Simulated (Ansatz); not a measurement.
Below is a relaxed structure of GaAs. The cell was found from a structure generator's guess, not taken from experiment.

The calculation used Ansatz, DFT PBE, scalar-relativistic, plane waves, PAW. Cutoff 420 eV, Γ-centred mesh, Gaussian smearing, no spin polarisation.

```xyz
8
Lattice="7.0248 0.0000 0.0000 0.0000 7.0248 0.0000 0.0000 0.0000 4.0614" Properties=species:S:1:pos:R:3 pbc="T T T"
Ga    4.7487    4.7487    0.0000
Ga    5.7885    1.2363    2.0307
Ga    2.2761    2.2761    0.0000
Ga    1.2363    5.7885    2.0307
As    5.7478    5.7478    2.0307
As    4.7893    2.2354    0.0000
As    1.2770    1.2770    2.0307
As    2.2354    4.7893    0.0000
```

Energies over the elements count from the elements' standard structures at the same level, with no fitted energy shifts.

Q: What space group does it have?

A: P4_2/mnm (No. 136). Conventional cell: a = 7.025 Å, c = 4.061 Å. Around Ga lie 4 As at 2.47–2.51 Å; As is surrounded by 4 Ga at 2.47–2.51 Å.

Q: How far does it lie from the elements in energy?

A: −0.282 eV/atom. It lies below the elements, which doesn't yet make it stable against other compounds or structures.

Q: Is it a metal?

A: No, the gap on the 6×6×10 mesh is 0.21 eV.

Q: From what recipe could a structure generator have reached it?

A: One such recipe: 4-connected net, two elements alternating (P4_2/mnm, No. 136). Other recipes can lead to the same cell.

The last run used a 6×6×10 mesh (in the run's order of axes) for its 8-atom cell and Gaussian smearing of 0.01 eV. Kohn–Sham gaps at this level usually fall short of measured ones. The reference form of As is held partly by dispersion forces, which this level lacks. Small gaps are read on the mesh alone, and bands can cross between its points. Symmetry constrained the relaxation, so the result can be a saddle point.
